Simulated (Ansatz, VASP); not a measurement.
**W: VASP beside Ansatz**

INCAR

```
ALGO     = Normal         # electronic algorithm
DIPOL    = 0.5 0.5 0.500
EDIFF    = 1E-6           # SCF threshold, eV
ENCUT    = 520            # plane-wave cutoff, eV
GGA      = PE             # functional
IDIPOL   = 3            
ISIF     = 2              # what is computed and relaxed
ISMEAR   = 0              # smearing method
LASPH    = True           # aspherical terms in the spheres
LCHARG   = True           # write CHGCAR
LDIPOL   = True         
LELF     = True           # ELF
LREAL    = False          # projectors in reciprocal space
LVACPOTAV= True         
LVHAR    = True         
LWAVE    = False          # write WAVECAR
NBANDS   = 28             # bands
NELM     = 100            # most SCF steps
PREC     = Accurate       # precision mode
SIGMA    = 0.1            # smearing width, eV
```

KPOINTS

```
k-points
0
Gamma
  13 13 1
```

The input POSCAR:

```
W
1.0
    2.7570398384      0.0000000000      0.0000000000
   -0.9190132795      2.5993620877      0.0000000000
    0.0000000000      0.0000000000     19.5022272031
W
3
Direct
    0.5000000000      0.5000000000      0.3845714606
    0.0000000000      0.0000000000      0.5000000000
    0.5000000000      0.5000000000      0.6154285394
```

Input for Ansatz:

```yaml
crystal:
  lattice:
    - [2.7570398384, 0.0, 0.0]
    - [-0.9190132795, 2.5993620877, 0.0]
    - [0.0, 0.0, 19.5022272031]
  atoms:
    - { symbol: W, position: [0.5, 0.5, 0.3845714606] }
    - { symbol: W, position: [0.0, 0.0, 0.5] }
    - { symbol: W, position: [0.5, 0.5, 0.6154285394] }
basis:
  ecutwfc: 420
kpoints:
  mp_grid: { grid: [13, 13, 1] }
hamiltonian:
  xc: pbe
scf:
  occupations: { method: gaussian, width: 0.1 }
output:
  forces: true
  stress: true
  eigenvalues: true
  write_density: true
  write_potential: true
  elf: true
  volumetric_format: npy
efield:
  axis: 3
  dipole_correction: true
```

Alike in both runs: task single point; functional PBE; k mesh 13 × 13 × 1; occupations gaussian, width 0.1 eV; no spin polarisation.

```csv
,VASP,Ansatz
version,VASP 6.6.1,Ansatz 0.2.0
potentials or method,"VASP PAW PBE potentials, release 64 (W_sv)","scalar-relativistic, plane waves, PAW"
plane-wave cutoff (eV),520,420
valence electrons in the cell,42,42
```

Ansatz gave:

```
gap on the k mesh at the Fermi level (eV)  : none
rms of the force components (eV/Å)         : 0.304
work function, face that differs most (eV) : 4.89
```

Problem. What did VASP give for the same quantities?

Solution. gap on the k mesh at the Fermi level (eV): none; rms of the force components (eV/Å): 0.292; work function, face that differs most (eV): 4.89.

Atom by atom the forces differ by 0.012 eV/Å (rms over components). A gap of «none» marks a metal or a gap that the smearing closes. Ansatz warned: «xc_potential_rough_in_thin_density».

Spin-orbit coupling is left out, which matters for the levels of W.
